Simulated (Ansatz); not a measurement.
**Deforming TiTe₂**

```yaml
crystal:
  lattice:
    - [3.77700, 0.00000, 0.00000]
    - [-1.88850, 3.27098, 0.00000]
    - [0.00000, 0.00000, 6.49800]
  atoms:
    - { symbol: Ti, position: [0.00000, 0.00000, 0.00000] }
    - { symbol: Te, position: [0.66667, 0.33333, 0.26280] }
    - { symbol: Te, position: [0.33333, 0.66667, 0.73720] }
```

Atom numbers follow the list: Ti1, Te2, Te3.

The conventional cell has a = 3.777 Å, b = 3.777 Å, c = 6.498 Å, α = 90.00°, β = 90.00°, γ = 120.00°. Around Ti (atom 1) lie 6 Te at 2.77 Å. Around Te (atom 2) lie 3 Ti at 2.77 Å.

The cell is COD entry 1008063, as deposited and not checked against the literature; nothing was relaxed.

No spin–orbit coupling, which matters for the heavy atoms here.

All numbers below come from Ansatz 0.2.0, DFT, PBEsol, all-electron LAPW, scalar-relativistic.

Settings: a Γ-centred 13×13×7 k mesh, Fermi–Dirac smearing of 0.03 eV, basis error target 1 meV/atom, no spin polarisation.

The unchanged cell is at -2.26 GPa.

In a metal, stresses and small energies carry noise from the k mesh.

x, y and z are the Cartesian axes of the cell as listed; fractional coordinates follow a strain, and an engineering shear is twice the off-diagonal strain component.

Q: One change gave: energy change +6 meV/atom; stress change (xx, yy, zz, yz, xz, xy) -0.21, 0.45, 0.15, -1.06, -1.36, -0.96 GPa, compression positive; change of the force on Te2 (-0.158, -0.124, 0.020) eV/Å. Which change was it?
A. equal xy, yz and zx engineering shear strains of +1 %
B. equal xy, yz and zx engineering shear strains of +2 %
C. equal xy, yz and zx engineering shear strains of -1 %
D. equal xy, yz and zx engineering shear strains of -2 %

A: B. For equal xy, yz and zx engineering shear strains of -2 %: energy change +6 meV/atom; stress change (xx, yy, zz, yz, xz, xy) 0.49, -0.24, 0.16, 1.14, 1.54, 1.06 GPa, compression positive; change of the force on Te2 (0.178, 0.132, 0.020) eV/Å. For equal xy, yz and zx engineering shear strains of -1 %: energy change +2 meV/atom; stress change (xx, yy, zz, yz, xz, xy) 0.21, -0.14, 0.04, 0.56, 0.74, 0.52 GPa, compression positive; change of the force on Te2 (0.086, 0.065, 0.005) eV/Å. For equal xy, yz and zx engineering shear strains of +1 %: energy change +1 meV/atom; stress change (xx, yy, zz, yz, xz, xy) -0.14, 0.20, 0.04, -0.54, -0.70, -0.49 GPa, compression positive; change of the force on Te2 (-0.081, -0.063, 0.005) eV/Å.
